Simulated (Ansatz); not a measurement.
## Relativistic treatment of Sn

```
Sn
1.0
    -1.59075    1.59075    2.91565
     1.59075   -1.59075    2.91565
     1.59075    1.59075   -2.91565
Sn
1
Direct
  0.00000 0.00000 0.00000
```

The cell is COD entry 1540069, as deposited and not checked against the literature; nothing was relaxed.

One fixed cell is solved with PBE by PAW with the default files in Ansatz 0.2.0 under different relativistic treatments. Pressure is positive in compression.

The runs use a Γ-centred 18×18×18 k mesh, Fermi–Dirac smearing of 0.03 eV, cutoff 420 eV, no spin polarisation.

```tsv
setting	P (GPa)	lowest level at Γ above −25 eV, from the valence-band top or, without a gap, the Fermi level (eV)
scalar-relativistic	-1.64	?
with spin–orbit coupling	-1.63	?
```

(1) What belongs in the row "scalar-relativistic", column "lowest level at Γ above −25 eV, from the valence-band top or, without a gap, the Fermi level (eV)"?

(2) Give the missing entry: row "with spin–orbit coupling", column "lowest level at Γ above −25 eV, from the valence-band top or, without a gap, the Fermi level (eV)".

Answers

(1) -21.66.

(2) -22.12.
